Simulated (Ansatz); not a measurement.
# Co: the cost of one run

Computed with Ansatz 0.2.0 (DFT PBEsol, scalar-relativistic, plane waves, PAW, unless a step's input says otherwise).

### 1 The system as given

The structure is hexagonal, space group P-6m2 (No. 187). The conventional cell has a = 2.510 Å, b = 2.510 Å, c = 16.071 Å, α = 90.00°, β = 90.00°, γ = 120.00°. Co (site symmetry 3m) has 9 Co at 2.50 to 2.51 Å in its first shell of neighbours. Co (site symmetry -6m2) has 12 Co at 2.50 to 2.51 Å in its first shell of neighbours.

Coordinates:

```cif
data_structure
_symmetry_space_group_name_H-M 'P 1'
_symmetry_Int_Tables_number 1
_cell_length_a 5.0200
_cell_length_b 5.0200
_cell_length_c 16.0712
_cell_angle_alpha 90.000
_cell_angle_beta 90.000
_cell_angle_gamma 60.000
_cell_volume 350.74
loop_
_atom_site_label
_atom_site_type_symbol
_atom_site_fract_x
_atom_site_fract_y
_atom_site_fract_z
_atom_site_occupancy
Co1 Co 0.00000 0.00000 0.06222 1
Co2 Co 0.50000 0.00000 0.06222 1
Co3 Co 0.00000 0.50000 0.06222 1
Co4 Co 0.50000 0.50000 0.06222 1
Co5 Co 0.83333 0.33333 0.18888 1
Co6 Co 0.33333 0.33333 0.18888 1
Co7 Co 0.83333 0.83333 0.18888 1
Co8 Co 0.33333 0.83333 0.18888 1
Co9 Co 0.00000 0.00000 0.31555 1
Co10 Co 0.50000 0.00000 0.31555 1
Co11 Co 0.00000 0.50000 0.31555 1
Co12 Co 0.50000 0.50000 0.31555 1
```

### 2 Start relaxed

File input.yaml:

```yaml
crystal:
  lattice:
    - [5.02, 0.0, 0.0]
    - [2.51, 4.347448, 0.0]
    - [0.0, 0.0, 16.07122]
  atoms:
    - { symbol: Co, position: [0.0, 0.0, 0.062223], spin: 1.8 }
    - { symbol: Co, position: [0.5, 0.0, 0.062223], spin: 1.8 }
    - { symbol: Co, position: [0.0, 0.5, 0.062223], spin: 1.8 }
    - { symbol: Co, position: [0.5, 0.5, 0.062223], spin: 1.8 }
    - { symbol: Co, position: [-0.1666667, 0.3333333, 0.1888849], spin: 1.8 }
    - { symbol: Co, position: [0.3333333, 0.3333333, 0.1888849], spin: 1.8 }
    - { symbol: Co, position: [-0.1666667, 0.8333333, 0.1888849], spin: 1.8 }
    - { symbol: Co, position: [0.3333333, 0.8333333, 0.1888849], spin: 1.8 }
    - { symbol: Co, position: [0.0, 0.0, 0.3155467], spin: 1.8 }
    - { symbol: Co, position: [0.5, 0.0, 0.3155467], spin: 1.8 }
    - { symbol: Co, position: [0.0, 0.5, 0.3155467], spin: 1.8 }
    - { symbol: Co, position: [0.5, 0.5, 0.3155467], spin: 1.8 }
magnetization:
  spin_polarized: true
basis:
  ecutwfc: 420.0
kpoints:
  mp_grid: { grid: [3, 3, 1] }
hamiltonian:
  xc: pbesol
  pseudopotentials: { kind: paw, azcp: { folder: soft_1 } }
scf:
  occupations: { method: fermi_dirac, width: 0.1 }
  lower_state_search: "off"
relax:
  f_tol: 0.08
  max_steps: 25
  adjacent_minimum: "off"
  constraints: [{ sites: [0, 1, 2, 3] }]
```

Command:

```
> ansatz run input.yaml --threads 4 --pin off --max-ram 10240MiB --backend cpu --events-out ev --progress --plain --runs-dir out
```

What time and memory should one allow on 4 threads of Intel Xeon Platinum 8259CL at 2.50GHz (Skylake/Cascade Lake), shared host?

About 24 s, with a peak of 1.2 GiB.
